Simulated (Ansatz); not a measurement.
Crystal: BAs.

```
As B
1.0
     0.00000    2.38850    2.38850
     2.38850    0.00000    2.38850
     2.38850    2.38850    0.00000
As B
1 1
Direct
  0.75000 0.75000 0.75000
  0.00000 0.00000 0.00000
```

Base run:

```yaml
Program: Ansatz 0.2.0
Functional: PBEsol
Potentials_or_basis: all-electron LAPW, relativistic spinors
Cutoff: 318 eV (chosen from the basis error)
Basis_error_allowed: 0.001 eV/atom
k_mesh: 8 × 8 × 8
Occupations: fermi-dirac, width 0.05 eV
Spin: spin-orbit coupling, no magnetisation
```

Its results: band gap on the k mesh 1.04 eV, indirect (least direct gap 3.04 eV); pressure -0.8 GPa.

Question: The run is repeated on the same cell with these changes: potentials or basis from all-electron LAPW, relativistic spinors to all-electron LAPW, scalar-relativistic; spin from spin-orbit coupling, no magnetisation to no spin polarisation. What comes out?

Answer: Band gap on the k mesh 1.10 eV, indirect (least direct gap 3.25 eV); pressure -0.8 GPa.

Spin-orbit coupling splits the band edges, which narrows the gap.
